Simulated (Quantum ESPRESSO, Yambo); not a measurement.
## A GW run on KCl (Sylvite) in Yambo, with inputs changed

Aim: change inputs of a GW run on KCl (Sylvite) and see what moves.

Program: Yambo 5.3.0. Level of theory: PBE and many-body steps on it, plane waves. Results are calculated unless marked as measured.

## Step 1: The structure

The structure is cubic, space group Fm-3m (No. 225). Conventional cell: a = 6.293 Å, b = 6.293 Å, c = 6.293 Å, α = 90.00°, β = 90.00°, γ = 90.00°. Nearest to K lie 6 Cl at 3.15 Å. Nearest to Cl lie 6 K at 3.15 Å. Farther neighbours and most contacts between anions are not listed.

Coordinates:

```xyz
2
Lattice="0.0000 3.1465 3.1465 3.1465 0.0000 3.1465 3.1465 3.1465 0.0000" Properties=species:S:1:pos:R:3 pbc="T T T"
K     0.0000    0.0000    0.0000
Cl    3.1465    3.1465    3.1465
```

The cell and positions come from the Crystallography Open Database and are kept as given unless a step says otherwise.

## Step 2: Base

This step: Yambo 5.3.0; G0W0 on PBE, plane waves, norm-conserving pseudopotentials.

G0W0 replaces the xc potential by the self-energy, built once from these orbitals. Only a window of levels is corrected, while the sums run over the empty bands that the input names.

File gw1.in:

```
HF_and_locXC
gw0
dyson
ppa
em1d
rim_cut
RandQpts= 1000000
RandGvec= 1 RL
EXXRLvcs= 66 Ry
VXCRLvcs= 264 Ry
Chimod= "HARTREE"
% BndsRnXp
 1 | 160 |
%
NGsBlkXp= 13 Ry
% LongDrXp
 1 | 1 | 1 |
%
% GbndRnge
 1 | 160 |
%
DysSolver= "n"
ExtendOut
PPAPntXp= 27.21138 eV
% QPkrange
 1 | 1 | 7 | 10 |
%
```

Started as:

```
> OMP_NUM_THREADS=1 mpirun -n 4 yambo -F gw1.in -J gw1 -C gw1 > gw1.log
```

What it wrote:

```text
 Yambo, version 5.3.0

 [02] CORE Variables Setup
 =========================

  [... cell, symmetries and grids as in the set-up ...]

  [02.05] Energies & Occupations
  ==============================

  [X] === General ===
  [X] Electronic Temperature                        :  0.000000  0.000000 [eV K]
  [X] Bosonic    Temperature                        :  0.000000  0.000000 [eV K]
  [X] Finite Temperature mode                       : no
  [X] El. density                                   :  0.25681E+24 [cm-3]
  [X] Fermi Level                                   :  0.904510 [eV]

  [X] === Gaps and Widths ===
  [X] Conduction Band Min                           :  5.189547 [eV]
  [X] Valence Band Max                              :  0.000000 [eV]
  [X] Filled Bands                                  :   8
  [X] Empty Bands                                   :    9  160
  [X] Direct Gap                                    :  5.189547 [eV]
  [X] Direct Gap localized at k                     :  1
  [X] Indirect Gap                                  :  5.189547 [eV]
  [X] Indirect Gap between kpts                     :  1  1
  [X] Last valence band width                       :  0.471834 [eV]
  [X] 1st conduction band width                     :  2.840959 [eV]

 [03] Transferred momenta grid and indexing
 ==========================================

 IBZ Q-points                                      :   8
 BZ  Q-points                                      :   64

 K/Q-points units:
 rlu = crystal or reduced units; cc = cartesian coordinates; iku = interal k-units

 Q [1]          [rlu]:  0.000000  0.000000  0.000000
 Q [2]          [rlu]: -0.15791E-17 -0.15791E-17  0.25000
 Q [3]          [rlu]:  0.17883E-18  0.17883E-18 -0.50000
 Q [4]          [rlu]: -0.51284E-17  0.25000      0.25000
 Q [5]          [rlu]:  0.14002E-17  0.25000      0.50000
 Q [6]          [rlu]:  0.17883E-18  0.25000     -0.25000
 Q [7]          [rlu]:  0.10257E-16 -0.50000     -0.50000
 Q [8]          [rlu]:  0.250000 -0.500000 -0.250000

 [04] Coloumb potential Random Integration (RIM)
 ===============================================

  [04.01] RIM initialization
  ==========================

  * Diagonal components only detected *

  8 x (sBL volume)        :  0.073748 [a.u.]
  sBZ random points       :  1000000
  Points outside the sBZ  :   7999624
  RL volume               :  0.589987 [a.u.]
  Integrated volume       :  0.590014 [a.u.]

  [04.02] RIM integrals
  =====================

  Gamma point sphere radius             :  0.076068 [a.u.]
  Points outside the sphere             :   799635
  [Int_sBZ(q=0) 1/q^2]*(Vol_sBZ)^(-1/3) =:  7.763403
                                 should be <:  7.795600

  Summary of Coulomb integrals for non-metallic bands |Q|[au] RIM/Bare

  Q [1] 0.100000E-4 0.995870 * Q [2] 0.228785 1.064252
  Q [4] 0.264178 1.063621 * Q [6] 0.373605 1.026387
  Q [5] 0.438090 1.018937 * Q [3] 0.457571 1.016899
  Q [7] 0.528357 1.013120 * Q [8] 0.590721 1.010043

 [05] Dipoles
 ============

  [05.01] Setup: observables and procedures
  =========================================

 [06] Dynamic Dielectric Matrix (PPA)
 ====================================

 [WR./gw1//ndb.pp]---------------------------------------------------------------
  Brillouin Zone Q/K grids (IBZ/BZ)                :    8   64    8   64
  RL vectors                                       :   4645 [WF]
  Coulomb cutoff potential                         : none
  Electronic Temperature                           :  0.000000 [K]
  Bosonic    Temperature                           :  0.000000 [K]
  PPA    diel. fun.  energies                      : Perdew, Burke & Ernzerhof(X)+Perdew, Burke & Ernzerhof(C)
  wavefunctions                                    : Perdew, Burke & Ernzerhof(X)+Perdew, Burke & Ernzerhof(C)
  Global Gauge                                     : length
  X matrix size                                    :   339
  X band range                                     :    1  160
  X e/h energy range                               : -1.000000 -1.000000 [eV]
  X Time ordering                                  : R
  X Hxc Kernel                                     : HARTREE
  X Drude frequency                                :  0.000000  0.000000
  X poles                                          :  100.0000 [o/o]
  RL vectors in the sum                            :   4645
  [r,Vnl] included                                 : yes
  Field direction                                  :  0.577350E-5  0.577350E-5  0.577350E-5
  BZ energy Double Grid                            : no
  BZ energy DbGd points                            : 0
  BZ Q point size factor                           : -1.000000
  X Optical Averaged directions                    : none

 [07] Local Exchange-Correlation + Non-Local Fock
 ================================================

 [VXC] Plane waves :  30467
 [EXS] Plane waves :   3943

 QP @ state[ 1 ] K range:  1  1
 QP @ state[ 1 ] b range:   7  10

 [xc] Functional : Perdew, Burke & Ernzerhof(X)+Perdew, Burke & Ernzerhof(C)
 [xc] LIBXC used to calculate xc functional
  PP Number of Atomic Species                      :  2
  NLCC RL compoments                               :  30467
  PP Number of Atomic Species                      :  2
  NLCC RL compoments                               :  30467

 [xc] E_xc :  -7.315493 [Ha]
      E_xc :  -14.63099 [Ry]

  Local XC kind (lXC) : Perdew, Burke & Ernzerhof(X)+Perdew, Burke & Ernzerhof(C)
  Non-Local XC kind (nlXC) : Hartree-Fock

  Corrections @ K [1] :  [eV]
 <7|nlXC|7> = -18.61775 -0.14175E-16 <7|lXC|7> = -14.14755 -0.18882E-15
 <8|nlXC|8> = -18.61775 -0.14098E-16 <8|lXC|8> = -14.14755 -0.10621E-15
 <9|nlXC|9> = -3.270664 -0.12572E-17 <9|lXC|9> = -6.954807 -0.94408E-16
 <10|nlXC|10> = -4.064569 -0.17257E-19 <10|lXC|10> = -8.956463  0.47204E-16

 [08] Dyson equation: Newton solver
 ==================================

  [08.01] G0W0 (W PPA)
  ====================

  [  GW  ] Bands range     :    1  160
  [GW/PPA] G damping       :  0.100000 [eV]

  QP @ state[ 1 ] K range:  1  1
  QP @ state[ 1 ] b range:   7  10

   Sc/G bands                                       :    1  160
   Sc/G damping                                     :  0.100000 ev
   Sc bands terminator                              : no
   Sx RL components                                 :   3943

   QP @ state[ 1 ] K range                          :  1  1
   QP @ state[ 1 ] b range                          :   7  10
   GF energies kind                                 : Perdew, Burke & Ernzerhof(X)+Perdew, Burke & Ernzerhof(C)
   GF WF`s kind                                     : Perdew, Burke & Ernzerhof(X)+Perdew, Burke & Ernzerhof(C)
   Xs energies kind                                 : Perdew, Burke & Ernzerhof(X)+Perdew, Burke & Ernzerhof(C)
   Xs WF`s kind                                     : Perdew, Burke & Ernzerhof(X)+Perdew, Burke & Ernzerhof(C)

 [11] Game Over & Game summary
```

Run time: 1.7 min. Hardware: 4 MPI ranks of Arm Neoverse V1, shared host; peak memory 1.7 GiB; 6.8 min of CPU time.

Numbers from this step:

* G0W0 gap on the points computed: 8.092 eV
* starting gap on the mesh: 5.190 eV
* k of the valence top: 0, 0, 0
* k of the conduction bottom: 0, 0, 0
* least direct G0W0 gap on the computed points: 8.092 eV
* Z at the valence top: 0.8166
* Z at the conduction bottom: 0.8790

The gap on the mesh goes from 5.19 eV to 8.09 eV, a correction of +2.90 eV.

## Step 3: Pole fitted at another frequency

File gw2.in:

```
HF_and_locXC
gw0
dyson
ppa
em1d
rim_cut
RandQpts= 1000000
RandGvec= 1 RL
EXXRLvcs= 66 Ry
VXCRLvcs= 264 Ry
Chimod= "HARTREE"
% BndsRnXp
 1 | 160 |
%
NGsBlkXp= 13 Ry
% LongDrXp
 1 | 1 | 1 |
%
% GbndRnge
 1 | 160 |
%
DysSolver= "n"
ExtendOut
PPAPntXp= 50 eV
% QPkrange
 1 | 1 | 7 | 10 |
%
```

Started as:

```
> OMP_NUM_THREADS=1 mpirun -n 4 yambo -F gw2.in -J gw2 -C gw2 > gw2.log
```

What it wrote:

```text
 Yambo, version 5.3.0

 [02] CORE Variables Setup
 =========================

  [... cell, symmetries and grids as in the set-up ...]

  [02.05] Energies & Occupations
  ==============================

  [X] === General ===
  [X] Electronic Temperature                        :  0.000000  0.000000 [eV K]
  [X] Bosonic    Temperature                        :  0.000000  0.000000 [eV K]
  [X] Finite Temperature mode                       : no
  [X] El. density                                   :  0.25681E+24 [cm-3]
  [X] Fermi Level                                   :  0.904510 [eV]

  [X] === Gaps and Widths ===
  [X] Conduction Band Min                           :  5.189547 [eV]
  [X] Valence Band Max                              :  0.000000 [eV]
  [X] Filled Bands                                  :   8
  [X] Empty Bands                                   :    9  160
  [X] Direct Gap                                    :  5.189547 [eV]
  [X] Direct Gap localized at k                     :  1
  [X] Indirect Gap                                  :  5.189547 [eV]
  [X] Indirect Gap between kpts                     :  1  1
  [X] Last valence band width                       :  0.471834 [eV]
  [X] 1st conduction band width                     :  2.840959 [eV]

 [03] Transferred momenta grid and indexing
 ==========================================

 IBZ Q-points                                      :   8
 BZ  Q-points                                      :   64

 K/Q-points units:
 rlu = crystal or reduced units; cc = cartesian coordinates; iku = interal k-units

 Q [1]          [rlu]:  0.000000  0.000000  0.000000
 Q [2]          [rlu]: -0.15791E-17 -0.15791E-17  0.25000
 Q [3]          [rlu]:  0.17883E-18  0.17883E-18 -0.50000
[...]
================================================

 [VXC] Plane waves :  30467
 [EXS] Plane waves :   3943

 QP @ state[ 1 ] K range:  1  1
 QP @ state[ 1 ] b range:   7  10

 [xc] Functional : Perdew, Burke & Ernzerhof(X)+Perdew, Burke & Ernzerhof(C)
 [xc] LIBXC used to calculate xc functional
  PP Number of Atomic Species                      :  2
  NLCC RL compoments                               :  30467
  PP Number of Atomic Species                      :  2
  NLCC RL compoments                               :  30467

 [xc] E_xc :  -7.315493 [Ha]
      E_xc :  -14.63099 [Ry]

  Local XC kind (lXC) : Perdew, Burke & Ernzerhof(X)+Perdew, Burke & Ernzerhof(C)
  Non-Local XC kind (nlXC) : Hartree-Fock

  Corrections @ K [1] :  [eV]
 <7|nlXC|7> = -18.61775 -0.14175E-16 <7|lXC|7> = -14.14755 -0.18882E-15
 <8|nlXC|8> = -18.61775 -0.14098E-16 <8|lXC|8> = -14.14755 -0.10621E-15
 <9|nlXC|9> = -3.270664 -0.12572E-17 <9|lXC|9> = -6.954807 -0.94408E-16
 <10|nlXC|10> = -4.064569 -0.17257E-19 <10|lXC|10> = -8.956463  0.47204E-16

 [08] Dyson equation: Newton solver
 ==================================

  [08.01] G0W0 (W PPA)
  ====================

  [  GW  ] Bands range     :    1  160
  [GW/PPA] G damping       :  0.100000 [eV]

  QP @ state[ 1 ] K range:  1  1
  QP @ state[ 1 ] b range:   7  10

   Sc/G bands                                       :    1  160
   Sc/G damping                                     :  0.100000 ev
   Sc bands terminator                              : no
   Sx RL components                                 :   3943

   QP @ state[ 1 ] K range                          :  1  1
   QP @ state[ 1 ] b range                          :   7  10
   GF energies kind                                 : Perdew, Burke & Ernzerhof(X)+Perdew, Burke & Ernzerhof(C)
   GF WF`s kind                                     : Perdew, Burke & Ernzerhof(X)+Perdew, Burke & Ernzerhof(C)
   Xs energies kind                                 : Perdew, Burke & Ernzerhof(X)+Perdew, Burke & Ernzerhof(C)
   Xs WF`s kind                                     : Perdew, Burke & Ernzerhof(X)+Perdew, Burke & Ernzerhof(C)

 [11] Game Over & Game summary
```

The job ended after 1.8 min (4 MPI ranks; peak memory 1.7 GiB; 7 min of CPU time).

This step gave:

```
G0W0 gap on the points computed              : 8.187 eV
starting gap on the mesh                     : 5.190 eV
k of the valence top                         : 0, 0, 0
k of the conduction bottom                   : 0, 0, 0
least direct G0W0 gap on the computed points : 8.187 eV
Z at the valence top                         : 0.8300
Z at the conduction bottom                   : 0.8851
```

Against G0W0 in Yambo (4×4×4 mesh, 160 bands, screening to 176.9 eV, Godby-Needs plasmon pole), the gap moves by +0.094 eV.

## Step 4: Field direction

File gw3.in:

```
HF_and_locXC
gw0
dyson
ppa
em1d
rim_cut
RandQpts= 1000000
RandGvec= 1 RL
EXXRLvcs= 66 Ry
VXCRLvcs= 264 Ry
Chimod= "HARTREE"
% BndsRnXp
 1 | 160 |
%
NGsBlkXp= 13 Ry
% LongDrXp
 1 | 0 | 0 |
%
% GbndRnge
 1 | 160 |
%
DysSolver= "n"
ExtendOut
PPAPntXp= 27.21138 eV
% QPkrange
 1 | 1 | 7 | 10 |
%
```

Started as:

```
> OMP_NUM_THREADS=1 mpirun -n 4 yambo -F gw3.in -J gw3 -C gw3 > gw3.log
```

What it wrote:

```text
 Yambo, version 5.3.0

 [02] CORE Variables Setup
 =========================

  [... cell, symmetries and grids as in the set-up ...]

  [02.05] Energies & Occupations
  ==============================

  [X] === General ===
  [X] Electronic Temperature                        :  0.000000  0.000000 [eV K]
  [X] Bosonic    Temperature                        :  0.000000  0.000000 [eV K]
  [X] Finite Temperature mode                       : no
  [X] El. density                                   :  0.25681E+24 [cm-3]
[...]
Sx RL components                                 :   3943

   QP @ state[ 1 ] K range                          :  1  1
   QP @ state[ 1 ] b range                          :   7  10
   GF energies kind                                 : Perdew, Burke & Ernzerhof(X)+Perdew, Burke & Ernzerhof(C)
   GF WF`s kind                                     : Perdew, Burke & Ernzerhof(X)+Perdew, Burke & Ernzerhof(C)
   Xs energies kind                                 : Perdew, Burke & Ernzerhof(X)+Perdew, Burke & Ernzerhof(C)
   Xs WF`s kind                                     : Perdew, Burke & Ernzerhof(X)+Perdew, Burke & Ernzerhof(C)

 [11] Game Over & Game summary
```

Elapsed: 1.8 min, on 4 MPI ranks; peak memory 1.7 GiB.

Numbers from this step:

| Item | Value |
| --- | --- |
| G0W0 gap on the points computed | 8.092 eV |
| starting gap on the mesh | 5.190 eV |
| k of the valence top | 0, 0, 0 |
| k of the conduction bottom | 0, 0, 0 |
| least direct G0W0 gap on the computed points | 8.092 eV |

Against G0W0 in Yambo (4×4×4 mesh, 160 bands, screening to 176.9 eV, Godby-Needs plasmon pole), the gap moves by −0.0001 eV.

## Step 5: Damping of G

gw4.in, as its differences from gw3.in of step 4:

```diff
@@ -16,3 +16,3 @@
 % LongDrXp
- 1 | 0 | 0 |
+ 1 | 1 | 1 |
 %
@@ -27 +27,2 @@
 %
+GDamping= 0.5 eV
```

Started as:

```
> OMP_NUM_THREADS=1 mpirun -n 4 yambo -F gw4.in -J gw4,gw1_W -C gw4 > gw4.log
```

What it wrote:

```text
 Yambo, version 5.3.0

 [02] CORE Variables Setup
 =========================

  [... cell, symmetries and grids as in the set-up ...]

  [02.05] Energies & Occupations
  ==============================

  [X] === General ===
  [X] Electronic Temperature                        :  0.000000  0.000000 [eV K]
  [X] Bosonic    Temperature                        :  0.000000  0.000000 [eV K]
  [X] Finite Temperature mode                       : no
  [X] El. density                                   :  0.25681E+24 [cm-3]
[...]
Sx RL components                                 :   3943

   QP @ state[ 1 ] K range                          :  1  1
   QP @ state[ 1 ] b range                          :   7  10
   GF energies kind                                 : Perdew, Burke & Ernzerhof(X)+Perdew, Burke & Ernzerhof(C)
   GF WF`s kind                                     : Perdew, Burke & Ernzerhof(X)+Perdew, Burke & Ernzerhof(C)
   Xs energies kind                                 : Perdew, Burke & Ernzerhof(X)+Perdew, Burke & Ernzerhof(C)
   Xs WF`s kind                                     : Perdew, Burke & Ernzerhof(X)+Perdew, Burke & Ernzerhof(C)

 [11] Game Over & Game summary
```

It took 44 s on 4 MPI ranks; peak memory 1.6 GiB.

This step gave:

```
G0W0 gap on the points computed              : 8.095 eV
starting gap on the mesh                     : 5.190 eV
k of the valence top                         : 0, 0, 0
k of the conduction bottom                   : 0, 0, 0
least direct G0W0 gap on the computed points : 8.095 eV
```

Against G0W0 in Yambo (4×4×4 mesh, 160 bands, screening to 176.9 eV, Godby-Needs plasmon pole), the gap moves by +0.002 eV.

## Step 6: Exchange cutoff

File gw6.in:

```
HF_and_locXC
gw0
dyson
ppa
em1d
rim_cut
RandQpts= 1000000
RandGvec= 1 RL
EXXRLvcs= 6.5 Ry
VXCRLvcs= 264 Ry
Chimod= "HARTREE"
% BndsRnXp
 1 | 160 |
%
NGsBlkXp= 13 Ry
% LongDrXp
 1 | 1 | 1 |
%
% GbndRnge
 1 | 160 |
%
DysSolver= "n"
ExtendOut
PPAPntXp= 27.21138 eV
% QPkrange
 1 | 1 | 7 | 10 |
%
```

Started as:

```
> OMP_NUM_THREADS=1 mpirun -n 4 yambo -F gw6.in -J gw6,gw1_W -C gw6 > gw6.log
```

What it wrote:

```text
 Yambo, version 5.3.0

 [02] CORE Variables Setup
 =========================

  [... cell, symmetries and grids as in the set-up ...]

  [02.05] Energies & Occupations
  ==============================

  [X] === General ===
  [X] Electronic Temperature                        :  0.000000  0.000000 [eV K]
  [X] Bosonic    Temperature                        :  0.000000  0.000000 [eV K]
  [X] Finite Temperature mode                       : no
  [X] El. density                                   :  0.25681E+24 [cm-3]
  [X] Fermi Level                                   :  0.904510 [eV]

  [X] === Gaps and Widths ===
  [X] Conduction Band Min                           :  5.189547 [eV]
  [X] Valence Band Max                              :  0.000000 [eV]
  [X] Filled Bands                                  :   8
  [X] Empty Bands                                   :    9  160
  [X] Direct Gap                                    :  5.189547 [eV]
  [X] Direct Gap localized at k                     :  1
  [X] Indirect Gap                                  :  5.189547 [eV]
  [X] Indirect Gap between kpts                     :  1  1
  [X] Last valence band width                       :  0.471834 [eV]
  [X] 1st conduction band width                     :  2.840959 [eV]

 [03] Transferred momenta grid and indexing
 ==========================================

 IBZ Q-points                                      :   8
 BZ  Q-points                                      :   64

 K/Q-points units:
 rlu = crystal or reduced units; cc = cartesian coordinates; iku = interal k-units

 Q [1]          [rlu]:  0.000000  0.000000  0.000000
 Q [2]          [rlu]: -0.15791E-17 -0.15791E-17  0.25000
 Q [3]          [rlu]:  0.17883E-18  0.17883E-18 -0.50000
[...]
Q [7]          [rlu]:  0.10257E-16 -0.50000     -0.50000
 Q [8]          [rlu]:  0.250000 -0.500000 -0.250000

 [04] Coloumb potential Random Integration (RIM)
 ===============================================

 Summary of Coulomb integrals for non-metallic bands |Q|[au] RIM/Bare

 Q [1] 0.100000E-4 0.995870 * Q [2] 0.228785 1.064252
 Q [4] 0.264178 1.063621 * Q [6] 0.373605 1.026387
 Q [5] 0.438090 1.018937 * Q [3] 0.457571 1.016899
 Q [7] 0.528357 1.013120 * Q [8] 0.590721 1.010043

 [05] Dipoles
 ============

  [05.01] Setup: observables and procedures
  =========================================

 [06] Dynamic Dielectric Matrix (PPA)
 ====================================

   Sc/G bands                                       :    1  160
   Sc/G damping                                     :  0.100000 ev
   Sc bands terminator                              : no
   Sx RL components                                 :  137

   QP @ state[ 1 ] K range                          :  1  1
   QP @ state[ 1 ] b range                          :   7  10
   GF energies kind                                 : Perdew, Burke & Ernzerhof(X)+Perdew, Burke & Ernzerhof(C)
   GF WF`s kind                                     : Perdew, Burke & Ernzerhof(X)+Perdew, Burke & Ernzerhof(C)
   Xs energies kind                                 : Perdew, Burke & Ernzerhof(X)+Perdew, Burke & Ernzerhof(C)
   Xs WF`s kind                                     : Perdew, Burke & Ernzerhof(X)+Perdew, Burke & Ernzerhof(C)

 [11] Game Over & Game summary
```

Run time: 43 s. Hardware: 4 MPI ranks; peak memory 1.6 GiB; 2.9 min of CPU time.

This step gave:

| Quantity | Value |
| --- | --- |
| G0W0 gap on the points computed | 7.921 eV |
| starting gap on the mesh | 5.190 eV |
| k of the valence top | 0, 0, 0 |
| k of the conduction bottom | 0, 0, 0 |
| least direct G0W0 gap on the computed points | 7.921 eV |
| Z at the valence top | 0.8166 |
| Z at the conduction bottom | 0.8790 |

(Continued in part 2 of 2.)

[Paths, hosts, dates, memory and timing lines, banners, echoed tables and standing remarks are left out of the program output.]

[Logs are printed without paths, hosts, clocks, repeated set-up lines and the standing remarks that a program may print on its own settings, such as how far it seeks lower states.]

[Runs of the session that timed out or met a known fault of the program may be left out.]

[Hosts, paths, dates, database ids (printed as entryN), source tags and the programs' standing remarks are cut or masked in the printed files.]
